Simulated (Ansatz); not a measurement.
**Sr under changes of volume**

One of the cells (56.319 Å³/atom); the others are scaled copies at fixed shape and fractional positions:

```
CELL_PARAMETERS angstrom
0.00000 3.04235 3.04235
3.04235 0.00000 3.04235
3.04235 3.04235 0.00000
ATOMIC_POSITIONS crystal
Sr 0.00000 0.00000 0.00000
```

* Program: Ansatz 0.2.0
* Functional: LDA
* Potentials or basis: all-electron LAPW, scalar-relativistic
* Cutoff: 70 eV (chosen from the basis error)
* Basis error allowed: 0.001 eV/atom
* k mesh: 8 × 8 × 8
* Occupations: fermi-dirac, width 0.05 eV
* Spin: no spin polarisation

| volume (Å³/atom) | energy over the lowest point (meV/atom) | pressure (GPa) |
| --- | --- | --- |
| 52.940 | 0.00 | -1.0 |
| 54.067 | 8.37 | -1.3 |
| 55.193 | 18.11 | -1.4 |
| 56.319 | 29.08 | -1.6 |
| 57.446 | 41.15 | -1.8 |
| 58.572 | ? | ? |
| 59.698 | 68.14 | -2.0 |

What does the run at 58.572 Å³/atom give?

Energy over the lowest point 54.21 meV/atom; pressure -1.9 GPa.

Worked out: A Birch-Murnaghan fit of order 3 (a polynomial in V^(-2/3)) to the other rows has no minimum within the range. It gives 54.21 meV/atom at 58.572 Å³/atom, against the run's 54.21, and -dE/dV = -1.9 GPa, against -1.9.

Energies are extrapolated to zero smearing.

The runs don't all hold the same shells in valence.
